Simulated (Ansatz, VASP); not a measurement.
# One calculation of FeO (Wuestite), two programs

INCAR

```
PREC = Accurate ; ENCUT = 520
EDIFF = 1E-6 ; ISMEAR = -1
SIGMA = 0.05 ; LREAL = False
LASPH = True ; NELM = 150
ALGO = Normal ; ISIF = 2
LWAVE = False ; LCHARG = True
ISPIN = 2 ; MAGMOM = 3 0
LORBIT = 11 ; LMAXMIX = 4
GGA = PE ; LELF = True
LVHAR = True ; NBANDS = 18
```

File KPOINTS:

```
regular mesh
0
Gamma
  11 11 11
```

POSCAR

```
FeO
1.0
    0.0000000000      2.1409337923      2.1409337923
    2.1409337923      0.0000000000      2.1409337923
    2.1409337923      2.1409337923      0.0000000000
Fe O
1 1
Direct
    0.0000000000      0.0000000000      0.0000000000
    0.5000000000      0.5000000000      0.5000000000
```

input.yaml

```yaml
crystal:
  lattice:
    - [0.0, 2.1409337923, 2.1409337923]
    - [2.1409337923, 0.0, 2.1409337923]
    - [2.1409337923, 2.1409337923, 0.0]
  atoms:
    - { symbol: Fe, position: [0.0, 0.0, 0.0], spin: 3.0 }
    - { symbol: O, position: [0.5, 0.5, 0.5] }
hamiltonian:
  xc: pbe
  pseudopotentials: { kind: paw }
magnetization:
  spin_polarized: true
kpoints:
  mp_grid: { grid: [11, 11, 11] }
scf:
  occupations: { method: fermi_dirac, width: 0.05 }
output:
  forces: true
  stress: true
  eigenvalues: true
```

Alike in both runs: task single point; functional PBE; k mesh 11 × 11 × 11; occupations fermi-dirac, width 0.05 eV; collinear spin.

|  | VASP | Ansatz |
| --- | --- | --- |
| version | VASP 6.6.1 | Ansatz 0.2.0 |
| potentials or method | VASP PAW PBE potentials, release 64 (Fe, O) | Ansatz PAW |
| plane-wave cutoff (eV) | 520 | 420 |
| valence electrons in the cell | 14 | 22 |

Ansatz gave:

```
gap on the k mesh at the Fermi level (eV)                     : none
pressure (GPa)                                                : 3.7
net moment per atom (μB)                                      : 2.00
size of the moment on the site where the two differ most (μB) : 3.44
```

Task: Estimate VASP's values.

Result: gap on the k mesh at the Fermi level (eV): none; pressure (GPa): 3.8; net moment per atom (μB): 2.00; size of the moment on the site where the two differ most (μB): 3.62.

Site moments also hang on the region over which each program counts them. A gap of «none» marks a metal or a gap that the smearing closes. The two sets of potentials don't hold the same shells in valence.

Caveats: a cell with one magnetic atom can't hold antiferromagnetic order, which such compounds often take; semilocal functionals often make such compounds metallic where correlation or magnetic order opens a gap, which also shifts bond lengths; the pressure holds a Pulay correction of +0.7 GPa for the finite cutoff (Ansatz).
